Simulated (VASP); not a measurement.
Set up this calculation in VASP 6.6.1, as the native input.

| Quantity | Value |
| --- | --- |
| Task | single point |
| Functional | PBEsol |
| Potentials or basis | VASP PAW PBE potentials, release 64 (Zr_sv, S) |
| Cutoff | 520 eV |
| k mesh | 14 × 14 × 14 |
| Occupations | gaussian, width 0.1 eV |
| Spin | no spin polarisation |
| Dipole correction | no |
| Further INCAR settings | ALGO = Normal; EDIFF = 1e-07; NBANDS = 16 |

The structure of ZrS lies in POSCAR:

```
ZrS
1.0
    0.0000000000     -2.5830753504     -2.5830753504
    2.5830753504      0.0000000000     -2.5830753504
    2.5830753504     -2.5830753504      0.0000000000
Zr S
1 1
Direct
    0.0000000000      0.0000000000      0.0000000000
    0.5000000000      0.5000000000      0.5000000000
```

The input as run:

INCAR

```
SYSTEM = ZrS
PREC = Accurate ; ENCUT = 520
EDIFF = 1E-7 ; ISMEAR = 0
SIGMA = 0.1 ; LREAL = .FALSE.
LASPH = .TRUE. ; NELM = 100
ALGO = Normal ; ISIF = 2
LWAVE = .FALSE. ; LCHARG = .TRUE.
GGA = PS ; LELF = .TRUE.
LVHAR = .TRUE. ; NBANDS = 16
```

KPOINTS

```
Automatic mesh
0
G
  14 14 14
  0 0 0
```

Potentials or basis: VASP PAW PBE potentials, release 64 (Zr_sv, S).

The run is started by

```console
$ cat potpaw_PBE.64/Zr_sv/POTCAR potpaw_PBE.64/S/POTCAR > POTCAR
$ mpirun -np 1 vasp_std > vasp.out
```

Results of the run:

```yaml
Pressure: 0.2 GPa
Band_gap_on_the_k_mesh: none (metal or under the smearing width)
```

Caveat: the PAW data sets were made with another functional, which shifts forces and pressure a little.

Run time: 45 s on 1 thread of Intel(R) Xeon(R) Platinum 8488C (Sapphire Rapids) (shared host), peak memory 0.19 GiB.
